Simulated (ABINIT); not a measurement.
# As in ABINIT: the effect of functional

As:

```
As
1.0
     2.70368    0.00000    0.00000
     0.00000    2.70368    0.00000
     0.00000    0.00000    2.70368
As
1
Direct
  0.50000 0.50000 0.50000
```

This isn't the form of As at room conditions, which is rhombohedral.

Alike in all runs:

- Program: ABINIT 10.8.3 (patched build)
- Task: equation of state
- k mesh: 10 × 10 × 10
- Occupations: fermi-dirac, width 0.05 eV
- Spin: no spin polarisation

| functional | potentials or basis | cutoff | V0 of scaled cells (Å³/atom) | B0 (GPa) |
| --- | --- | --- | --- | --- |
| LDA | JTH PAW LDA v2.0 | 408 eV | 19.07 | 93 |
| PBEsol | JTH PAW PBE v2.0 | 408 eV | 19.45 | 90 |
| r2SCAN | JTH PAW PBE v2.0 | 490 eV | ? | ? |

Question: What does the run with functional r2SCAN give?

Answer: V0 of scaled cells 19.72 Å³/atom; B0 90 GPa.

Caveats: pressures at fixed basis lie under the slope of the energies; the PAW data sets were made with another functional, which shifts forces and pressure a little (some runs).
